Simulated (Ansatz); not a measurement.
**Rh: properties at the relaxed cell**

The task here is to estimate one member of a computed series from the others.

The COD entry's cell or inner coordinates are ideal or old and differ from later refinements, so a difference from it is no clean test against experiment.

Program: Ansatz 0.2.0. Level of theory: DFT r2SCAN, scalar-relativistic, plane waves, PAW. These are calculated values, not measurements.

1 further run of the same task is left out (set aside as unsound or not needed).

**The system as given**

The structure is cubic, space group Fm-3m (No. 225). Conventional cell: a = 3.800 Å, b = 3.800 Å, c = 3.800 Å, α = 90.00°, β = 90.00°, γ = 90.00°. Rh (site symmetry m-3m) has 12 Rh at 2.69 Å as nearest neighbours.

Structure file:

```cif
data_structure
_symmetry_space_group_name_H-M 'P 1'
_symmetry_Int_Tables_number 1
_cell_length_a 2.6869
_cell_length_b 2.6869
_cell_length_c 2.6869
_cell_angle_alpha 60.000
_cell_angle_beta 60.000
_cell_angle_gamma 60.000
_cell_volume 13.72
loop_
_atom_site_label
_atom_site_type_symbol
_atom_site_fract_x
_atom_site_fract_y
_atom_site_fract_z
_atom_site_occupancy
Rh1 Rh 0.00000 0.00000 0.00000 1
```

This cell was relaxed beforehand with the same method: volume 13.72 Å³/atom, gap on the mesh none (metal).

Set-up of the first run:

Contents of input.yaml:

```yaml
crystal:
  lattice:
    - [0.0, 1.8999524424, 1.8999524424]
    - [1.8999524424, 0.0, 1.8999524424]
    - [1.8999524424, 1.8999524424, 0.0]
  atoms:
    - { symbol: Rh, position: [0.0, 0.0, 0.0] }
basis:
  ecutwfc: 500
kpoints:
  mp_grid: { grid: [18, 18, 18] }
  band_path:
    path:
      - [[0.0, 0.0, 0.0], [0.5, 0.0, 0.5], [0.625, 0.25, 0.625]]
      - [[0.375, 0.375, 0.75], [0.0, 0.0, 0.0], [0.5, 0.5, 0.5], [0.5, 0.25, 0.75], [0.5, 0.0, 0.5]]
    npoints: 14
hamiltonian:
  xc: r2scan
scf:
  occupations: { method: gaussian, width: 0.1 }
  n_extra_bands: 6
output:
  forces: true
  stress: true
  eigenvalues: true
  populations: true
  dos: { projected: true, de: 0.02, nscf_kmesh: { grid: [27, 27, 27] } }
  bader: true
  write_density: true
  write_potential: true
  elf: true
  volumetric_format: npy
```

On the command line:

```console
$ ansatz run input.yaml --threads 1 --pin off --max-ram 2560MiB --backend cpu --events-out ev --progress --plain --runs-dir out
```

Steps of the session up to this table: Static run: bands, density of states and charges; Back to the database's cell; The cell scaled to 0.97 of its volume; The cell scaled to 1.03 of its volume; Point at V/V0 = 0.94; The cell scaled to 1.06 of its volume; Volume × 0.91; Volume × 1.10; Volume × 0.88.

One of the session's tables, all rows but one given; the rest of the session is left out.

```
volume (Å³/atom)  energy above the lowest point (meV/atom)  pressure (GPa)
          12.071                                     225.0           50.00
          12.482                                     118.1           33.89
          12.894                                      49.0           20.47
          13.305                                      11.4            9.30
          13.717                                       0.0            0.00
          14.128                                      10.4           -7.73
          14.540                                         ?               ?
          15.089                                      99.9          -20.99
```

Q: Estimate the row for volume (Å³/atom) = 14.540 from the others.

Worked estimate for «energy above the lowest point (meV/atom)». A straight line through the neighbours (14.128, 10.4) and (15.089, 99.9) gives 10.4 + (99.9 − 10.4) × (14.540 − 14.128) / (15.089 − 14.128) = 48.8; a parabola fitted to 3 rows on both sides gives 37.6.

**Answer.** energy above the lowest point (meV/atom): 39.0; pressure (GPa): -14.14. In «energy above the lowest point (meV/atom)» the line misses by +9.8 and the parabola by -1.4.
